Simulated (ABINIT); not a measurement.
SrO:

```
Sr O
1.0
     0.00000    2.56630    2.56630
     2.56630    0.00000    2.56630
     2.56630    2.56630    0.00000
Sr O
1 1
Direct
  0.50000 0.50000 0.50000
  0.00000 0.00000 0.00000
```

Program: ABINIT 10.8.3 (patched build). Alike in all runs: cell as given; smearing fermi-dirac 0.05 eV. Hardware: 1 thread of Arm Neoverse V1 (shared host).

Order these runs on this cell by their wall time, lowest first.
A. task band structure; level PBEsol; potentials or basis PseudoDojo NC SR PBEsol v0.4.1 standard; spin off; k mesh 9 × 9 × 9; cutoff (eV) 1143; mesh quality not flagged
B. task single point; level PBE; potentials or basis JTH PAW PBE v2.0; spin off; k mesh 5 × 5 × 5; cutoff (eV) 626; fine-grid cutoff 1224.51 eV; mesh quality coarse
C. task band structure; level rPW86PBE; potentials or basis JTH PAW PBE v2.0; spin off; k mesh 9 × 9 × 9; cutoff (eV) 626; fine-grid cutoff 1224.51 eV; mesh quality not flagged
D. task band structure; level PBE; potentials or basis JTH PAW PBE v2.0; spin SOC, no magnetisation; k mesh 9 × 9 × 9; cutoff (eV) 626; fine-grid cutoff 1224.51 eV; mesh quality not flagged
E. task single point; level PBEsol; potentials or basis JTH PAW PBE v2.0; spin off; k mesh 7 × 7 × 7; cutoff (eV) 626; fine-grid cutoff 1224.51 eV; mesh quality not flagged

B (7.7 s), E (16 s), C (47 s), A (120 s), D (250 s).

Caveats: some runs use coarse meshes.
